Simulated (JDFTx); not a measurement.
Crystal: FeO (Wuestite).

```
Fe O
1.0
     0.00000    2.15540    2.15540
     2.15540    0.00000    2.15540
     2.15540    2.15540    0.00000
Fe O
1 1
Direct
  0.00000 0.00000 0.00000
  0.50000 0.50000 0.50000
```

Base run:

```yaml
Program: JDFTx 1.7.0 (patched build)
Functional: PBE
Potentials_or_basis: PseudoDojo-SR-PBE-0.5-standard
Cutoff: 1225 eV
Density_cutoff: 9796 eV
k_mesh: 11 × 11 × 11
Occupations: fermi-dirac, width 0.05 eV
Spin: collinear spin, ferromagnetic start
Starting_moments: "[3.0, 0.0] μB"
```

Its results: band gap on the k mesh none (metal or under the smearing width); pressure -0.9 GPa; net moment 4.00 μB per cell; site moments Fe +3.64; O +0.37 μB.

Q: The run is repeated on the same cell with these changes: functional from PBE to LDA; potentials or basis from PseudoDojo-SR-PBE-0.5-standard to PseudoDojo-SR-LDA-0.4.1-standard. What comes out?

A: Band gap on the k mesh none (metal or under the smearing width); pressure -16.2 GPa; net moment 4.00 μB per cell; site moments Fe +3.61; O +0.40 μB.

Caveats: a cell with one magnetic atom can't hold antiferromagnetic order, which such compounds often take; semilocal functionals often make such compounds metallic where correlation or magnetic order opens a gap, which also shifts bond lengths; so large a pressure means that the cell lies far from this level's equilibrium, or that cutoff or potentials fall short (some runs).

Not every run made on this cell is shown here.
